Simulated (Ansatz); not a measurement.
# Tl: what symmetry allows forces and stress to be

```
Tl
1.0
     1.82241    1.05217    8.55537
    -1.82241    1.05217    8.55537
     0.00000   -2.10434    8.55537
Tl
3
Direct
  0.99627 0.99627 0.99627
  0.21905 0.21905 0.21905
  0.78468 0.78468 0.78468
```

Method: DFT PBE, scalar-relativistic, plane waves, PAW in Ansatz.

Cutoff 420 eV; k points 15×15×15 on the computed 3-atom cell (Γ-centred); Gaussian smearing, width 0.10 eV; no spin polarisation.

This distorted cell has space group R3m, with 6 operations.

**Question.** Without a calculation: in which directions can each atom feel a force?

**Answer.** A force must be left unchanged by every operation that keeps its atom in place, so it lies in the space that those operations leave fixed. Atoms that the group maps onto each other feel forces of one size.
| atom | site symmetry | operations at the site | equivalent to atom | allowed force (Cartesian) |
| --- | --- | --- | --- | --- |
| Tl1 | 3m | 6 | 1 | along (0.00, 0.00, 1.00) |
| Tl2 | 3m | 6 | 2 | along (0.00, 0.00, 1.00) |
| Tl3 | 3m | 6 | 3 | along (0.00, 0.00, 1.00) |

That leaves 3 independent force components of 9, tied by 1 condition that the forces sum to zero, so 2 remain. A relaxation in this cell that keeps the symmetry moves the atoms in these directions alone.

**Question.** And the stress tensor?

**Answer.** It must be invariant under the point group, which leaves 2 independent components: yz, xz, xy vanish; xx = yy.

**Question.** Do the computed values obey this?

**Answer.** Yes. Forces (eV/Å):
```
Tl1  0.000  0.000  0.123
Tl2  0.000  0.000  0.217
Tl3  0.000  0.000 -0.340
```

Stress (GPa, compression positive, xx yy zz yz xz xy): -0.59 -0.59 -0.78 0.00 0.00 0.00. The program imposes the same operations on density, forces and stress, so this confirms the analysis and is no independent test of the calculation.

Spin–orbit coupling is left out, which can shift energies with elements as heavy as these.

This form isn't the element's structure at ambient conditions.